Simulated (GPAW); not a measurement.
## Hf: equation of state with r2SCAN+D4

Hf:

```
CELL_PARAMETERS angstrom
-1.80500 1.80500 1.80500
1.80500 -1.80500 1.80500
1.80500 1.80500 -1.80500
ATOMIC_POSITIONS crystal
Hf 0.00000 0.00000 0.00000
```

This isn't the form of Hf at room conditions, which is hcp.

```
Program             : GPAW 26.7.0
Task                : equation of state
Functional          : r2SCAN
Dispersion          : D4
Potentials or basis : GPAW PAW data sets (gpaw-data 1.2.1)
Cutoff              : 600 eV
Basis               : pw
k mesh              : 10 × 10 × 10
Occupations         : fermi-dirac, width 0.05 eV
Spin                : no spin polarisation
Maxiter             : 150
Eos scales          : [0.94, 0.96, 0.98, 1.0, 1.02, 1.04, 1.06]
```

The equilibrium volume is 22.23 Å³/atom (rough: see the caveat) and the bulk modulus is 107 GPa (rough).

Energy against volume, from the lowest point:
```tsv
volume (Å³/atom)	energy (meV/atom)
22.112	0.00
22.582	1.62
23.052	9.36
23.523	22.71
23.993	41.24
24.464	64.53
24.934	91.87
```

Wall time 3.7 min on 1 thread of Arm Neoverse V1, with other jobs on the host, peak memory 0.86 GiB.

Caveat: the points scatter about the fit; the PAW data sets were made with another functional, which shifts forces and pressure a little. The run has no spin-orbit coupling, so splittings on Hf are missing.
